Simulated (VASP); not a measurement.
Here is a VASP 6.6.1 calculation.

INCAR

```
PREC = Accurate
ENCUT = 520
EDIFF = 1E-6
ISMEAR = 0
SIGMA = 0.02
LREAL = False
LASPH = True
NELM = 60
ALGO = Normal
ISIF = 2
LWAVE = False
LCHARG = False
GGA = PE
NBANDS = 9
```

Contents of KPOINTS:

```
regular mesh
0
Gamma
  9 9 9
```

POSCAR

```
Te
3.1542
    0.731058380160      0.422076752584      0.536095905111
   -0.731058380160      0.422076752584      0.536095905111
    0.000000000000     -0.844153505168      0.536095905111
Te
1
Direct
    0.5000000000      0.5000000000      0.5000000000
```

Potentials or basis: VASP PAW PBE potentials, release 64 (Te).

Run with:

```console
$ cat potpaw_PBE.64/Te/POTCAR > POTCAR
$ mpirun -np 1 vasp_std > vasp.out
```

Task: Predict the pressure.

Result: 2.6 GPa.

Task: What does it give for the band gap on the k mesh?

Result: None (metal or under the smearing width).

Stress tensor (GPa, compression positive):
```
2.69 0.00 0.00
0.00 2.69 0.00
0.00 0.00 2.46
```

The run has no spin-orbit coupling, so splittings on Te are missing.
